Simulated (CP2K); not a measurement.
The system is Pb.

```
Pb
1.0
     3.42887    0.00000    0.00000
    -1.14296    3.23277    0.00000
    -1.14296   -1.61639    2.79966
Pb
1
Direct
  0.00000 0.00000 0.00000
```

This isn't the form of Pb at room conditions, which is fcc.

Base run:

| Property | Result |
| --- | --- |
| Program | CP2K 2026.2 |
| Functional | revPBE |
| Dispersion | D3(BJ)+ATM |
| Potentials or basis | POTENTIAL_UZH Pb GTH-PBE-q4; TZVP-MOLOPT-PBE-GTH basis |
| Density cutoff | 6123 eV |
| k mesh | 9 × 9 × 9 |
| Occupations | fermi-dirac, width 0.05 eV |
| Spin | no spin polarisation |

Its results: band gap on the k mesh none (metal or under the smearing width); pressure -1.9 GPa.

Question: The run is repeated on the same cell with these changes: dispersion from D3(BJ)+ATM to none. What comes out?

Answer: Band gap on the k mesh none (metal or under the smearing width); pressure 1.6 GPa.

Dispersion adds attraction, which lowers the pressure at fixed volume and, as a term added to the energy, leaves the levels alone.

Caveats: the potentials were made for another functional, which shifts forces and pressure; the basis of atomic orbitals isn't converged, which shifts pressures, moduli and gaps; pairwise dispersion overbinds metals, which lowers pressure and volume (some runs).
